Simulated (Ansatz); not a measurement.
# Tin, simple cubic under revPBE: ground state and equation of state, part 2 of 2

What does revPBE give for tin in the simple cubic structure? We relax it, solve it on a dense k-mesh, then scale the cell to 7 volumes from 88 to 112 % of the relaxed one and try a fit of the equation of state. Spin polarisation is left out. The k-meshes are 10×10×10 for the relaxation; 17×17×17 for the dense run; 11×11×11 for the volumes.

Ansatz 0.2.0; DFT, revPBE, plane waves (420 eV) with PAW, scalar-relativistic. The steps go on from the part before.

**5. Volume × 0.92**

File input.yaml:

```yaml
crystal:
  lattice:
    - [3.020616716, 0.0, 0.0]
    - [0.0, 3.020616716, 0.0]
    - [0.0, 0.0, 3.020616716]
  atoms:
    - { symbol: Sn, position: [0.0, 0.0, 0.0] }
hamiltonian:
  xc: revpbe
  pseudopotentials:
    kind: paw
    azcp:
      Sn: "pseudopotentials/Sn.paw.azcp"
basis:
  ecutwfc: 420
  fft_grid_basis: typed
kpoints:
  mp_grid: { grid: [11, 11, 11], shift: [0, 0, 0] }
magnetization:
  spin_polarized: false
scf:
  occupations: { method: fermi_dirac, width: 0.1 }
  lower_state_search: "off"
output:
  stress: true
```

The program printed, shortened:

```text
Warning: RAYON_NUM_THREADS=2 ignored (pool sized by the plan → 2); use --threads N
[...]
Pseudopotentials: kind: paw
Pseudopotential: Sn, paw, valence charge 14, recommended cutoff 420 eV (normal), <dir>
Functional definition: revPBE
[...]
Crystal: 1 atoms, lattice volume = 27.560 Å³
Basis set: ecut = 420 eV, 515 PW (Γ)
Bands: 11, of which v1, the nominal top of the filled ones, is band 7 counted from 1 (6 counted from 0)
Symmetry: 48 space group operations
Space group: Pm-3m (ITA 221), of the structure as read, at distance tolerance 3.0e-5 Å
k-points: 56 of 1331
[...]
SCF iter   1: F=—  HF=-6030.188344 eV  |F-HF|=—  |Δ(HF+E_count)|=         —  Δρ=2.30e-3  dr2=9.13e-4  ethr=1.77e-3  ⟨swp⟩=5.1  Hψ=3653  notcnv=0
[...]
SCF iter   6: F=-6030.187748 eV  HF=-6030.187748 eV  |F-HF|=9.26e-10  |Δ(HF+E_count)|=   2.05e-8  Δρ=2.57e-6  dr2=8.48e-10  ethr=2.42e-10  ⟨swp⟩=2.3  Hψ=2204  notcnv=0
[...]
SCF converged after 6 iterations
Free energy (F): -6030.187748 eV
[...]
E sigma→0 (E₀):  -6030.176687 eV
Entropy (-TS):   -0.022123 eV (-22.123 meV/atom)
Fermi energy:    10.410465 eV
[...]
--- Stress (GPa, compression-positive) ---
        4.847292      -0.000000       0.000000
       -0.000000       4.847292       0.000000
        0.000000       0.000000       4.847292
  P = ⅓ Tr σ = 4.8473 GPa (48.473 kbar)
```

Run time: 0.65 s. Hardware: 2 threads of an Arm CPU, shared host; peak memory 0.27 GiB.

**6. Volume × 0.96**

Changes to input.yaml since step 5:

```diff
@@ -2,5 +2,5 @@
   lattice:
-    - [3.020616716, 0.0, 0.0]
-    - [0.0, 3.020616716, 0.0]
-    - [0.0, 0.0, 3.020616716]
+    - [3.0637742142, 0.0, 0.0]
+    - [0.0, 3.0637742142, 0.0]
+    - [0.0, 0.0, 3.0637742142]
   atoms:
```

The program printed, shortened:

```text
Warning: RAYON_NUM_THREADS=2 ignored (pool sized by the plan → 2); use --threads N
[...]
Pseudopotentials: kind: paw
Pseudopotential: Sn, paw, valence charge 14, recommended cutoff 420 eV (normal), <dir>
Functional definition: revPBE
[...]
Crystal: 1 atoms, lattice volume = 28.759 Å³
Basis set: ecut = 420 eV, 587 PW (Γ)
Bands: 11, of which v1, the nominal top of the filled ones, is band 7 counted from 1 (6 counted from 0)
Symmetry: 48 space group operations
Space group: Pm-3m (ITA 221), of the structure as read, at distance tolerance 3.1e-5 Å
k-points: 56 of 1331
[...]
SCF iter   1: F=—  HF=-6030.215001 eV  |F-HF|=—  |Δ(HF+E_count)|=         —  Δρ=2.06e-3  dr2=7.76e-4  ethr=1.77e-3  ⟨swp⟩=5.1  Hψ=3671  notcnv=0
[...]
SCF iter   6: F=-6030.214272 eV  HF=-6030.214272 eV  |F-HF|=9.28e-11  |Δ(HF+E_count)|=   7.05e-9  Δρ=7.04e-7  dr2=8.56e-11  ethr=8.25e-11  ⟨swp⟩=2.0  Hψ=1948  notcnv=0
[...]
SCF converged after 6 iterations
Free energy (F): -6030.214272 eV
[...]
E sigma→0 (E₀):  -6030.202861 eV
Entropy (-TS):   -0.022821 eV (-22.821 meV/atom)
Fermi energy:    9.799577 eV
[...]
--- Stress (GPa, compression-positive) ---
        2.342503       0.000000       0.000000
        0.000000       2.342503       0.000000
        0.000000       0.000000       2.342503
  P = ⅓ Tr σ = 2.3425 GPa (23.425 kbar)
```

Wall time 0.63 s (2 threads of an Arm CPU, shared host); peak memory 0.27 GiB.

**7. Volume × 1.0**

Changes to input.yaml since step 6:

```diff
@@ -2,5 +2,5 @@
   lattice:
-    - [3.0637742142, 0.0, 0.0]
-    - [0.0, 3.0637742142, 0.0]
-    - [0.0, 0.0, 3.0637742142]
+    - [3.1057489399, 0.0, 0.0]
+    - [0.0, 3.1057489399, 0.0]
+    - [0.0, 0.0, 3.1057489399]
   atoms:
```

The program printed, shortened:

```text
Warning: RAYON_NUM_THREADS=2 ignored (pool sized by the plan → 2); use --threads N
[...]
Pseudopotentials: kind: paw
Pseudopotential: Sn, paw, valence charge 14, recommended cutoff 420 eV (normal), <dir>
Functional definition: revPBE
[...]
Crystal: 1 atoms, lattice volume = 29.957 Å³
Basis set: ecut = 420 eV, 587 PW (Γ)
Bands: 11, of which v1, the nominal top of the filled ones, is band 7 counted from 1 (6 counted from 0)
Symmetry: 48 space group operations
Space group: Pm-3m (ITA 221), of the structure as read, at distance tolerance 3.1e-5 Å
k-points: 56 of 1331
[...]
SCF iter   1: F=—  HF=-6030.224849 eV  |F-HF|=—  |Δ(HF+E_count)|=         —  Δρ=2.06e-3  dr2=7.80e-4  ethr=1.77e-3  ⟨swp⟩=5.1  Hψ=3725  notcnv=0
[...]
SCF iter   6: F=-6030.224093 eV  HF=-6030.224093 eV  |F-HF|=1.99e-10  |Δ(HF+E_count)|=   9.70e-9  Δρ=9.24e-7  dr2=1.51e-10  ethr=1.11e-10  ⟨swp⟩=2.0  Hψ=1948  notcnv=0
[...]
SCF converged after 6 iterations
Free energy (F): -6030.224093 eV
[...]
E sigma→0 (E₀):  -6030.212322 eV
Entropy (-TS):   -0.023541 eV (-23.541 meV/atom)
Fermi energy:    9.240147 eV
[...]
--- Stress (GPa, compression-positive) ---
        0.360011       0.000000       0.000000
       -0.000000       0.360011      -0.000000
        0.000000       0.000000       0.360011
  P = ⅓ Tr σ = 0.3600 GPa (3.600 kbar)
```

Run time: 0.64 s. Hardware: 2 threads of an Arm CPU, shared host; peak memory 0.27 GiB.

**8. Volume × 1.04**

Changes to input.yaml since step 7:

```diff
@@ -2,5 +2,5 @@
   lattice:
-    - [3.1057489399, 0.0, 0.0]
-    - [0.0, 3.1057489399, 0.0]
-    - [0.0, 0.0, 3.1057489399]
+    - [3.1466187444, 0.0, 0.0]
+    - [0.0, 3.1466187444, 0.0]
+    - [0.0, 0.0, 3.1466187444]
   atoms:
```

The program printed, shortened:

```text
Warning: RAYON_NUM_THREADS=2 ignored (pool sized by the plan → 2); use --threads N
[...]
Pseudopotentials: kind: paw
Pseudopotential: Sn, paw, valence charge 14, recommended cutoff 420 eV (normal), <dir>
Functional definition: revPBE
[...]
Crystal: 1 atoms, lattice volume = 31.155 Å³
Basis set: ecut = 420 eV, 619 PW (Γ)
Bands: 11, of which v1, the nominal top of the filled ones, is band 7 counted from 1 (6 counted from 0)
Symmetry: 48 space group operations
Space group: Pm-3m (ITA 221), of the structure as read, at distance tolerance 3.1e-5 Å
k-points: 56 of 1331
[...]
SCF iter   1: F=—  HF=-6030.221437 eV  |F-HF|=—  |Δ(HF+E_count)|=         —  Δρ=2.05e-3  dr2=7.78e-4  ethr=1.77e-3  ⟨swp⟩=5.1  Hψ=3717  notcnv=0
[...]
SCF iter   6: F=-6030.220682 eV  HF=-6030.220682 eV  |F-HF|=4.77e-10  |Δ(HF+E_count)|=   1.45e-8  Δρ=1.34e-6  dr2=3.39e-10  ethr=1.62e-10  ⟨swp⟩=2.0  Hψ=1952  notcnv=0
[...]
SCF converged after 6 iterations
Free energy (F): -6030.220682 eV
[...]
E sigma→0 (E₀):  -6030.208540 eV
Entropy (-TS):   -0.024283 eV (-24.283 meV/atom)
Fermi energy:    8.725658 eV
[...]
--- Stress (GPa, compression-positive) ---
       -1.211660       0.000000       0.000000
        0.000000      -1.211660       0.000000
        0.000000       0.000000      -1.211660
  P = ⅓ Tr σ = -1.2117 GPa (-12.117 kbar)
```

It took 0.65 s on 2 threads of an Arm CPU, shared host; peak memory 0.27 GiB.

**9. Volume × 1.08**

Changes to input.yaml since step 8:

```diff
@@ -2,5 +2,5 @@
   lattice:
-    - [3.1466187444, 0.0, 0.0]
-    - [0.0, 3.1466187444, 0.0]
-    - [0.0, 0.0, 3.1466187444]
+    - [3.1864535902, 0.0, 0.0]
+    - [0.0, 3.1864535902, 0.0]
+    - [0.0, 0.0, 3.1864535902]
   atoms:
@@ -25 +25,5 @@
   stress: true
+  write_density: true
+  write_potential: true
+  elf: true
+  volumetric_format: npy
```

The program printed, shortened:

```text
Warning: RAYON_NUM_THREADS=2 ignored (pool sized by the plan → 2); use --threads N
[...]
Pseudopotentials: kind: paw
Pseudopotential: Sn, paw, valence charge 14, recommended cutoff 420 eV (normal), <dir>
Functional definition: revPBE
[...]
Crystal: 1 atoms, lattice volume = 32.354 Å³
Basis set: ecut = 420 eV, 619 PW (Γ)
Bands: 11, of which v1, the nominal top of the filled ones, is band 7 counted from 1 (6 counted from 0)
Symmetry: 48 space group operations
Space group: Pm-3m (ITA 221), of the structure as read, at distance tolerance 3.2e-5 Å
k-points: 56 of 1331
[...]
SCF iter   1: F=—  HF=-6030.207482 eV  |F-HF|=—  |Δ(HF+E_count)|=         —  Δρ=2.01e-3  dr2=7.48e-4  ethr=1.77e-3  ⟨swp⟩=5.1  Hψ=3750  notcnv=0
[...]
SCF iter   6: F=-6030.206778 eV  HF=-6030.206778 eV  |F-HF|=5.84e-10  |Δ(HF+E_count)|=   1.40e-8  Δρ=1.40e-6  dr2=3.77e-10  ethr=1.55e-10  ⟨swp⟩=5.3  Hψ=3211  notcnv=0
[...]
SCF converged after 6 iterations
Free energy (F): -6030.206778 eV
[...]
E sigma→0 (E₀):  -6030.194256 eV
Entropy (-TS):   -0.025045 eV (-25.045 meV/atom)
Fermi energy:    8.250714 eV
[...]
--- Stress (GPa, compression-positive) ---
       -2.459135      -0.000000       0.000000
       -0.000000      -2.459135      -0.000000
        0.000000      -0.000000      -2.459135
  P = ⅓ Tr σ = -2.4591 GPa (-24.591 kbar)
--- Band table (eV; the first three rows and the last of 56) ---
  k-point 0: bands = ["-13.1993", "-13.1993", "-12.9309", "-12.9309", "-12.9309", "-1.6640", "13.2316", "13.2316", "13.2316", "16.4961", "16.4961"]
[...]
```

Wall time 0.88 s (2 threads of an Arm CPU, shared host); peak memory 0.28 GiB.

**10. Volume × 1.12**

Changes to input.yaml since step 9:

```diff
@@ -2,5 +2,5 @@
   lattice:
-    - [3.1864535902, 0.0, 0.0]
-    - [0.0, 3.1864535902, 0.0]
-    - [0.0, 0.0, 3.1864535902]
+    - [3.2253166105, 0.0, 0.0]
+    - [0.0, 3.2253166105, 0.0]
+    - [0.0, 0.0, 3.2253166105]
   atoms:
@@ -25,5 +25 @@
   stress: true
-  write_density: true
-  write_potential: true
-  elf: true
-  volumetric_format: npy
```

The program printed, shortened:

```text
Warning: RAYON_NUM_THREADS=2 ignored (pool sized by the plan → 2); use --threads N
[...]
Pseudopotentials: kind: paw
Pseudopotential: Sn, paw, valence charge 14, recommended cutoff 420 eV (normal), <dir>
Functional definition: revPBE
[...]
Crystal: 1 atoms, lattice volume = 33.552 Å³
Basis set: ecut = 420 eV, 691 PW (Γ)
Bands: 11, of which v1, the nominal top of the filled ones, is band 7 counted from 1 (6 counted from 0)
Symmetry: 48 space group operations
Space group: Pm-3m (ITA 221), of the structure as read, at distance tolerance 3.2e-5 Å
k-points: 56 of 1331
[...]
SCF iter   1: F=—  HF=-6030.185232 eV  |F-HF|=—  |Δ(HF+E_count)|=         —  Δρ=2.00e-3  dr2=7.27e-4  ethr=1.77e-3  ⟨swp⟩=5.1  Hψ=3779  notcnv=0
[...]
SCF iter   6: F=-6030.184546 eV  HF=-6030.184546 eV  |F-HF|=1.35e-9  |Δ(HF+E_count)|=   2.03e-8  Δρ=2.10e-6  dr2=9.09e-10  ethr=2.31e-10  ⟨swp⟩=2.4  Hψ=1971  notcnv=0
[...]
SCF converged after 6 iterations
Free energy (F): -6030.184546 eV
[...]
E sigma→0 (E₀):  -6030.171635 eV
Entropy (-TS):   -0.025822 eV (-25.822 meV/atom)
Fermi energy:    7.810806 eV
[...]
--- Stress (GPa, compression-positive) ---
       -3.447453       0.000000       0.000000
       -0.000000      -3.447453       0.000000
        0.000000       0.000000      -3.447453
  P = ⅓ Tr σ = -3.4475 GPa (-34.475 kbar)
```

Wall time 0.69 s (2 threads of an Arm CPU, shared host); peak memory 0.28 GiB.

**11. The equation of state**

The cell was scaled evenly, with its shape and the fractional positions fixed.

| V (Å³/atom) | E − E₀ (meV/atom) | P from the stress (GPa) | P from the fit (GPa) |
| --- | --- | --- | --- |
| 26.362 | 83.2 | 8.02 | 7.97 |
| 27.560 | 35.8 | 4.85 | 4.80 |
| 28.759 | 9.7 | 2.34 | 2.30 |
| 29.957 | 0.2 | 0.36 | 0.31 |
| 31.155 | 4.0 | -1.21 | -1.26 |
| 32.354 | 18.3 | -2.46 | -2.51 |
| 33.552 | 40.9 | -3.45 | -3.50 |

Fit (Birch-Murnaghan, third order): V₀ = 30.173 Å³/atom, B₀ = 43 GPa, B₀′ = 4.8, largest residual 0.01 meV/atom.

**12. Results**

The summary covers parts 1 to 2.

| quantity | value |
| --- | --- |
| space group (spins left aside) | Pm-3m (No. 221) |
| conventional cell | a = 3.106 Å |
| volume | 29.957 Å³/atom |
| shortest distance | 3.106 Å |
| gap on the mesh | none (levels filled in part) |
| relative to alpha-Sn (diamond) | +104 meV/atom |
| V₀, B₀, B₀′ | 30.173 Å³/atom, 43 GPa, 4.8 |

What this shows: The relaxation shrank the cell by 1.1 % in volume. Against the reference form of tin (alpha-Sn (diamond), computed apart with the same settings) it stands 104 meV/atom higher. Levels at the Fermi energy are filled in part, as in a metal. B₀ comes out at 43 GPa. Relaxation kept the symmetry; phonons were not checked.
